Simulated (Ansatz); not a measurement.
# BaTiO3 (P1) in Ansatz: a series of runs

One crystal, BaTiO3, is run at these levels: PBEsol+U, PBE; tasks: relaxation of cell and atoms, single point.

All numbers are computed with Ansatz 0.2.0; they aren't measurements. Logs are shortened: lines on timing, memory, paths and dates and some standing lists are left out, and cuts for length are marked.

### 1 The structure

The typed cell holds 10 atoms: a = 4.000 Å, b = 4.000 Å, c = 8.036 Å, α = 90.00°, β = 90.00°, γ = 90.00°.

### 2 Relaxation of cell and atoms, PBEsol+U

input.yaml reads:

```yaml
crystal:
  lattice:
    - [3.9998, 0.0, 0.0]
    - [0.0, 3.9998, 0.0]
    - [0.0, 0.0, 8.036]
  atoms:
    - { symbol: Ba, position: [0.99933387, 0.00148967, 0.00205798] }
    - { symbol: Ba, position: [0.00066613, 0.99851033, 0.49794202] }
    - { symbol: Ti, position: [0.48935347, 0.49786156, 0.23992239] }
    - { symbol: Ti, position: [0.51064653, 0.50213844, 0.74207761] }
    - { symbol: O, position: [0.50279005, 0.50209599, 0.01077264] }
    - { symbol: O, position: [0.49720995, 0.49790401, 0.50522736] }
    - { symbol: O, position: [0.50567457, 0.00167772, 0.25809841] }
    - { symbol: O, position: [0.49432543, 0.99832228, 0.75690159] }
    - { symbol: O, position: [0.00776503, 0.499712, 0.26264036] }
    - { symbol: O, position: [0.99223497, 0.500288, 0.75235964] }
hamiltonian:
  xc: pbesol
  pseudopotentials: { kind: paw }
  hubbard: { sites: [{ species: Ti, l: d, u_eff: 1.0 }] }
kpoints:
  mp_grid: { grid: [7, 7, 4] }
scf:
  occupations: { method: fermi_dirac, width: 0.05 }
output:
  forces: true
  stress: true
  eigenvalues: true
  write_density: true
  write_potential: true
  elf: true
  volumetric_format: npy
relax:
  f_tol: 0.01
  max_steps: 40
  cell: { stress_tol: 0.05 }
```

Potentials or basis: Ansatz PAW.

Started as:

```bash
> ansatz run input.yaml --threads 4 --pin off --max-ram 11264MiB --backend cpu --events-out ev --progress --plain --runs-dir out
```

Standard output:

```text
Warning: RAYON_NUM_THREADS=4 ignored (pool sized by the plan → 4); use --threads N
Ba: projections on atomic orbitals take those of the free atom [Kr 4d10] 5s2 5p6 6s2, of charge +0.00 (hamiltonian.pseudopotentials.projection_atoms); the dataset's partial waves leave at most 9.7e-6 of an orbital's norm unspanned inside its sphere
Ti: projections on atomic orbitals take those of the free atom [Ne] 3s2 3p6 3d2 4s2, of charge +0.00 (hamiltonian.pseudopotentials.projection_atoms); the dataset's partial waves leave at most 4.1e-7 of an orbital's norm unspanned inside its sphere
O: projections on atomic orbitals take those of the free atom [He] 2s2 2p4, of charge +0.00 (hamiltonian.pseudopotentials.projection_atoms); the dataset's partial waves leave at most 1.9e-8 of an orbital's norm unspanned inside its sphere
Engine: ansatz 0.2.0, x86_64-unknown-linux-gnu
Pseudopotentials: kind: paw
Pseudopotential: Ba, paw, valence charge 10, recommended cutoff 420 eV (normal), Ba.paw.azcp
Pseudopotential: Ti, paw, valence charge 12, recommended cutoff 420 eV (normal), Ti.paw.azcp
Pseudopotential: O, paw, valence charge 6, recommended cutoff 420 eV (normal), O.paw.azcp
Functional definition: PBEsol
  exchange = pbesol_x
  correlation = pbesol_c
Crystal: 10 atoms, lattice volume = 128.563 Å³
Basis set: ecut = 420 eV, 2475 PW (Γ), exchange–correlation on 54×54×108 points (8 copies of the dense FFT grid, shifted against one another)
Bands: 50, of which v1, the nominal top of the filled ones, is band 40 counted from 1 (39 counted from 0)
Symmetry: 1 space group operations
Space group: P1 (ITA 1), of the structure as read, at distance tolerance 5.0e-5 Å
k-points: 99 of 196 (time reversal used)
Non-local potential: Ba, projectors of the file, l = 0: 3, l = 1: 2, l = 2: 2, l = 3: 2
Non-local potential: Ti, projectors of the file, l = 0: 3, l = 1: 2, l = 2: 3, l = 3: 1
Non-local potential: O, projectors of the file, l = 0: 2, l = 1: 2, l = 2: 1
PAW form: soft (Blöchl's): semilocal exchange-correlation on the pseudo side does not see the compensation charge
PAW frozen core: Ba, regenerated for the run's functional, and the local potential with it (the file was generated under x = pbe(κ = 0.804, μ = 0.2195149727645171), c = pbe(β = 0.06672455060314922))
PAW frozen core: Ti, regenerated for the run's functional, and the local potential with it (the file was generated under x = pbe(κ = 0.804, μ = 0.2195149727645171), c = pbe(β = 0.06672455060314922))
PAW frozen core: O, regenerated for the run's functional, and the local potential with it (the file was generated under x = pbe(κ = 0.804, μ = 0.2195149727645171), c = pbe(β = 0.06672455060314922))
PAW one-centre angular grid: Ba, 194 points (default); XC on 64 Gauss nodes
PAW one-centre angular grid: Ti, 590 points (default); XC on 64 Gauss nodes
PAW one-centre angular grid: O, 110 points (default); XC on 64 Gauss nodes
Initial density: superposition of atomic densities (chi_scale 0.1, normalization cell, long waves of neutral atoms under a Hubbard term (reshape's long-wave potential 0.03 eV rms, cloud 2.81 Å wide))
Initial wavefunctions: pseudopotential atomic-orbital guess
Functional: x = pbesol(κ = 0.804, μ = 0.12345679012345678), c = pbesol(β = 0.046)
SCF iter   1: F=—  HF=-20054.173075 eV  |F-HF|=—  |Δ(HF+E_count)|=         —  Δρ=5.71e-2  dr2=4.54e0  ethr=3.10e-3  ⟨swp⟩=9.0  Hψ=23156  notcnv=0
preconditioner: auto → Resta (q_TF=auto, 2.521 Å⁻¹)  ε∞=5.8  [insulator: Δε(μ)=2.514 eV  Ē_g=11.608 eV  σ=0.050 eV  W_gap=1.00  n_scr=38 (ndim 8)  ℏωp=25.4 eV  f_vac=0.000  D(μ)=0.00/eV (n_scr^D=0)  ε∞_Penn≈5.8]
SCF iter   2: F=—  HF=-20053.260843 eV  |F-HF|=—  |Δ(HF+E_count)|=   9.12e-1  Δρ=2.50e-2  dr2=9.58e-1  ethr=3.10e-3  ⟨swp⟩=3.4  Hψ=9434  notcnv=0  defer=382
SCF iter   3: F=—  HF=-20053.092573 eV  |F-HF|=—  |Δ(HF+E_count)|=   1.68e-1  Δρ=7.30e-3  dr2=8.83e-2  ethr=1.20e-3  ⟨swp⟩=2.3  Hψ=8319  notcnv=0  defer=382
SCF iter   4: F=—  HF=-20053.090125 eV  |F-HF|=—  |Δ(HF+E_count)|=   2.45e-3  Δρ=5.80e-3  dr2=4.41e-2  ethr=1.10e-4  ⟨swp⟩=2.2  Hψ=8390  notcnv=0  defer=382
SCF iter   5: F=—  HF=-20053.083887 eV  |F-HF|=—  |Δ(HF+E_count)|=   6.24e-3  Δρ=1.99e-3  dr2=4.02e-3  ethr=5.52e-5  ⟨swp⟩=2.2  Hψ=8005  notcnv=0  defer=373
SCF iter   6: F=—  HF=-20053.083940 eV  |F-HF|=—  |Δ(HF+E_count)|=   5.33e-5  Δρ=6.75e-4  dr2=4.59e-4  ethr=5.02e-6  ⟨swp⟩=2.5  Hψ=9145  notcnv=0  defer=331
SCF iter   7: F=—  HF=-20053.083919 eV  |F-HF|=—  |Δ(HF+E_count)|=   2.11e-5  Δρ=1.68e-4  dr2=2.18e-5  ethr=5.74e-7  ⟨swp⟩=2.0  Hψ=7355  notcnv=0  defer=331
SCF iter   8: F=—  HF=-20053.083933 eV  |F-HF|=—  |Δ(HF+E_count)|=   1.40e-5  Δρ=7.22e-5  dr2=6.73e-6  ethr=2.72e-8  ⟨swp⟩=2.1  Hψ=8158  notcnv=0  defer=328
SCF iter   9: F=—  HF=-20053.083933 eV  |F-HF|=—  |Δ(HF+E_count)|=   2.67e-7  Δρ=2.02e-5  dr2=4.40e-7  ethr=8.41e-9  ⟨swp⟩=2.0  Hψ=7146  notcnv=0  defer=328
SCF iter  10: F=-20053.083933 eV  HF=-20053.083933 eV  |F-HF|=2.43e-8  |Δ(HF+E_count)|=   1.78e-7  Δρ=7.31e-6  dr2=7.09e-8  ethr=1.25e-10  ⟨swp⟩=17.2  Hψ=40384  notcnv=0
SCF 1 converged in 10 iterations: F = -20053.083933 eV  dr2 = 7.09e-8
relax step   1: F+E_penalty+E_count = -20053.08393271 eV  Δ(F+E_penalty+E_count) = +0.000e0 eV  max|allowed force component| = 9.997e-1 eV/Å  Δτ_max = 0.0000 Å  P = -2.874 GPa  Ω = 128.563 Å³  (10 SCF iters, dr2 threshold 1.00e-7 eV, accepted)
[... 237 lines left out ...]
SCF converged after 4 iterations
Free energy (F): -20053.161585 eV
Harris-Foulkes:  -20053.161585 eV  (|F-HF|=7.28e-12)
Internal energy: -20053.161585 eV  (E = F + TS)
E sigma→0 (E₀):  -20053.161585 eV
Fermi energy:    11.470637 eV
--- Per-component energies (eV) ---
  E_band       = -272.729442
  E_kinetic    = 1938.185712
  E_local      = -4170.975711  (includes V_loc(G=0)·N_el)
  E_nonlocal   = 413.656085
  E_hartree    = 1625.881694
  E_xc         = -973.313923
  E_vxc        = -1087.265958  (∫ρ·V_xc dr)
  E_hubbard    = 1.783630  (on-site DFT+U / exact-exchange correction)
  E_vhub       = 1.208253  (the Hubbard potential's part of the band-sum identity)
  E_paw        = -13233.700935  (= ΣΔE_a)
  E_vpaw       = -619.315995  (= ΣTr[D̂ρ^β])
  E_aug_tail   = 0.014794  (compensation charges beyond the density's cutoff)
  E_ewald      = -5655.486294
  E_core_change = 0.793362  (= ΣΔE_core)
  E_smearing   = -0.000000  (= −TS)
  E_closure    = -0.000000  (closes the sum)
  Σ components = -20053.161585   (vs F -20053.161585, Δ=0.00e0)
--- Forces (eV/Å), atoms counted from 1 ---
  atom   1  Ba    -0.00005638    -0.00007966     0.00002316
  atom   2  Ba     0.00007096     0.00008229     0.00017913
  atom   3  Ti    -0.00030633    -0.00030193    -0.00035862
  atom   4  Ti     0.00026174     0.00025286    -0.00042687
  atom   5  O      0.00005955     0.00001357    -0.00043138
  atom   6  O     -0.00006043    -0.00000834    -0.00051151
  atom   7  O      0.00014006     0.00000483     0.00027747
  atom   8  O     -0.00021126     0.00010907     0.00049224
  atom   9  O      0.00003813     0.00016386     0.00026626
  atom  10  O      0.00006407    -0.00023641     0.00049037
  max |Σ_I F_I| component: 2.40e-7 eV/Å
--- Stress (GPa, compression-positive) ---
       -0.002620      -0.000871      -0.000242
       -0.000871      -0.006833      -0.000314
       -0.000242      -0.000314       0.002485
  P = ⅓ Tr σ = -0.0023 GPa (-0.023 kbar)
--- Band table (eV; the first three rows and the last of 99) ---
  k-point 0: bands = ["-45.9393", "-45.9383", "-22.3756", "-22.3261", "-22.2815", "-22.2809", "-22.2794", "-22.2788", "-14.2019", "-14.0763", "-6.6657", "-6.4179", "-5.7369", "-5.6871", "-5.6555", "-5.4795", "0.5779", "0.6081", "0.6085", "0.7812", "0.7825", "1.0810", "6.3727", "7.5934", "7.5941", "8.0743", "8.1085", "8.1088", "8.4170", "8.4447", "8.4820", "8.4928", "9.0758", "9.0893", "9.2030", "9.6918", "9.7259", "10.0854", "10.0946", "10.1127", "12.4853", "12.5891", "12.6986", "12.7194", "14.1914", "14.1933", "14.6941", "14.7030", "14.7505", "15.3302"]
  k-point 1: bands = ["-45.9392", "-45.9385", "-22.3684", "-22.3334", "-22.2812", "-22.2806", "-22.2797", "-22.2791", "-14.1840", "-14.0952", "-6.6131", "-6.4287", "-5.7312", "-5.6825", "-5.6602", "-5.5401", "0.6323", "0.6328", "0.6519", "0.7547", "0.7564", "1.0080", "6.6063", "7.6857", "7.6878", "7.8099", "8.0573", "8.0578", "8.5087", "8.5230", "8.5353", "8.6258", "8.9340", "8.9498", "9.0753", "9.7405", "9.7571", "9.7771", "10.0309", "10.0521", "12.5038", "12.5916", "12.9433", "12.9434", "13.9885", "13.9893", "14.6957", "14.7019", "15.1349", "15.6153"]
  k-point 2: bands = ["-45.9390", "-45.9388", "-22.3510", "-22.3508", "-22.2805", "-22.2804", "-22.2800", "-22.2798", "-14.1401", "-14.1400", "-6.5007", "-6.5007", "-5.6714", "-5.6714", "-5.6624", "-5.6623", "0.6920", "0.6921", "0.6925", "0.6926", "0.8318", "0.8319", "7.1906", "7.1907", "7.8960", "7.8961", "7.8967", "7.8968", "8.6364", "8.6366", "8.6795", "8.6795", "8.8260", "8.8262", "9.1277", "9.1278", "9.8826", "9.8830", "9.9093", "9.9095", "12.5489", "12.5495", "13.4835", "13.4837", "13.4851", "13.4853", "14.6988", "14.6993", "15.8698", "15.8699"]
  k-point 98: bands = ["-45.9379", "-45.9374", "-22.3642", "-22.3352", "-22.3331", "-22.3301", "-22.2895", "-22.2880", "-14.0412", "-13.9852", "-6.4946", "-6.0934", "-5.6781", "-5.6599", "-5.5741", "-5.4772", "0.4506", "0.4713", "0.6081", "0.7783", "0.8404", "0.9544", "6.2179", "6.3791", "6.7005", "6.8283", "7.3397", "7.5812", "7.6331", "7.6887", "7.8900", "8.0472", "8.3420", "8.7658", "9.2021", "9.3913", "9.4367", "9.4883", "9.6135", "10.1300", "13.2043", "14.0837", "14.1495", "14.1705", "14.2414", "14.4634", "15.3897", "16.0899", "16.8615", "17.7795"]
Occupation matrices written to <dir>
--- Relaxed structure (18 steps of the walk, 17 accepted, 2 SCFs on fresh bases) ---
  F+E_penalty+E_count = -20053.16158523 eV   max|allowed force component| = 5.115e-4 eV/Å   (the final SCF, on the basis selected at the relaxed cell)
  cell:  # Å, volume = 126.5799 Å³
    - [3.9655562858026454, 0.000728725553381004, -1.1472501429037293e-6]
    - [0.000728725553381004, 3.966208694271003, 2.1370740957134868e-6]
    - [-2.3049407841327985e-6, 4.2935965381153005e-6, 8.047943653946293]
  atoms:
    - { symbol: Ba, position: [0.9989924126860736, -0.0010505976302905738, -0.0015375521956234057] }
    - { symbol: Ba, position: [0.0010176602666133378, 1.001057125882364, 0.49845922976561713] }
    - { symbol: Ti, position: [0.4931270541846166, 0.49284372360594453, 0.24182189837272275] }
    - { symbol: Ti, position: [0.506904193573285, 0.5071761542200091, 0.7418202466039452] }
    - { symbol: O, position: [0.4999339098037177, 0.4999353730319232, 0.010817428735043601] }
    - { symbol: O, position: [0.5000566674830177, 0.5000580475058767, 0.5108160072975345] }
    - { symbol: O, position: [0.5033310583964016, 0.005226727074299896, 0.2564448668768243] }
    - { symbol: O, position: [0.4966593561114297, 0.9947584786856916, 0.7564420526294937] }
    - { symbol: O, position: [0.005008759857312293, 0.5034770163750553, 0.25645935945206205] }
    - { symbol: O, position: [0.9949689276375321, 0.49651795124912645, 0.756456462462381] }
```

Run time: 3.2 min. Hardware: 4 threads of Intel Xeon 6975P-C (Granite Rapids), shared host; peak memory 1.2 GiB.

Results:

```
Free energy                            : -20053.1616 eV
Relaxed volume                         : 12.66 Å³/atom
Relaxed cell                           : a = 3.966 Å, b = 3.966 Å, c = 8.048 Å, α = 90.00°, β = 90.00°, γ = 89.98°
Space group after relaxing (to 0.05 Å) : Cmc2_1 (No. 36)
Energy gained by relaxing              : 7.8 meV/atom
Ionic steps                            : 19
Pressure after relaxing                : 0.0 GPa
Band gap on the k mesh                 : 2.14 eV
```

The path:
```
step  energy change (eV)  largest force (eV/Å)  volume (Å³)
   1              0.0000                1.0009       128.56
   2             -0.0839                0.0497       126.51
   3             -0.0840                0.0047       126.60
   4             -0.0840                0.0064       126.61
   5             -0.0840                0.0059       126.62
   6             -0.0839                0.0042       126.64
   7             -0.0839                0.0016       126.65
   8             -0.0839                0.0017       126.65
   9             -0.0839                0.0035       126.65
  10             -0.0839                0.0032       126.65
  11             -0.0839                0.0027       126.65
  12             -0.0839                0.0083       126.66
  13             -0.0838                0.0110       126.67
  14             -0.0838                0.0018       126.68
  15             -0.0839                0.0006       126.67
  16             -0.0776                0.0006       126.67
  17             -0.0783                0.0061       126.49
  18             -0.0780                0.0006       126.58
  19             -0.0777                0.0006       126.58
```

Final structure:
```
Ba Ti O
1.0
     3.96556    0.00073    0.00000
     0.00073    3.96621    0.00000
     0.00000    0.00000    8.04794
Ba Ti O
2 2 6
Direct
  0.99899 0.99895 0.99846
  0.00102 0.00106 0.49846
  0.49313 0.49284 0.24182
  0.50690 0.50718 0.74182
  0.49993 0.49994 0.01082
  0.50006 0.50006 0.51082
  0.50333 0.00523 0.25644
  0.49666 0.99476 0.75644
  0.00501 0.50348 0.25646
  0.99497 0.49652 0.75646
```

Eigenvalues of the final occupation matrices:
```csv
site,spin,trace,eigenvalues
site 1,1,1.18,0.20 0.20 0.20 0.29 0.29
site 2,1,1.18,0.20 0.20 0.20 0.29 0.29
```

Caveat: odd divisions of the mesh miss points on the zone boundary, where band edges often lie, so the gap on the mesh can be too wide; the plane-wave basis is chosen anew once the cell has moved, so the energies of steps on either side of that aren't comparable; the pressure holds a Pulay correction of +0.6 GPa for the finite cutoff; spin-orbit coupling is left out, which moves the levels of the heavy elements; the PAW data sets come from PBE, with cores solved anew for the run's functional, which leaves a small shift of forces and pressure.

[end of part 1 of 2]
